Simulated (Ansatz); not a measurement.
InSe, DFT, PBEsol, all-electron LAPW, scalar-relativistic (Ansatz 0.2.0), run on 1 thread of Arm Neoverse V1 on a shared host.

The cell comes from COD entry 1540841, which wasn't checked; take it as a given geometry. The listed cell was then made from it by scaling, straining or moving an atom.

Command: `ansatz run input.yaml --threads 1 --pin off --max-ram 6144MiB --backend cpu --events-out ev --progress --plain --runs-dir out`

```yaml
crystal:
  lattice:
    - [5.8679026766, -2.055, 0.0]
    - [5.8679026766, 2.055, 0.0]
    - [-1.5994156962, 0.0, 4.3668929705]
  atoms:
    - { symbol: In, position: [0.884, 0.884, 0.005] }
    - { symbol: In, position: [0.116, 0.116, 0.995] }
    - { symbol: Se, position: [0.66, 0.66, 0.642] }
    - { symbol: Se, position: [0.34, 0.34, 0.358] }
kpoints:
  mp_grid: { grid: [7, 7, 6] }
  band_path:
    path:
      - [0.0, 0.0, 0.0]
      - [-0.2847749736, 0.2847749736, 0.0]
      - [-0.7152250264, -0.2847749736, 0.0]
      - [-0.5, -0.5, 0.0]
      - [0.0, 0.0, 0.0]
      - [-0.5, -0.5, 0.5]
      - [-0.7454055669, -0.2545944331, 0.5]
      - [-0.2545944331, 0.2545944331, 0.5]
      - [0.0, 0.0, 0.5]
    npoints: 5
scf:
  occupations: { method: fermi_dirac, width: 0.02 }
hamiltonian:
  xc: pbesol
  pseudopotentials: { kind: all_electron, lapw: { basis_error: 0.0005 } }
output:
  forces: true
  stress: true
  eigenvalues: true
```

(1) How large is the problem that the program sets up?

(2) About how long does it take, and how much memory does it use?

## Answers

(1) 88 irreducible k-points, 1287 plane waves at Γ, 54 bands.

(2) 3.3 min of wall time for 9 SCF iterations, with a peak of 1.1 GiB. Times on shared machines scatter by tens of per cent.
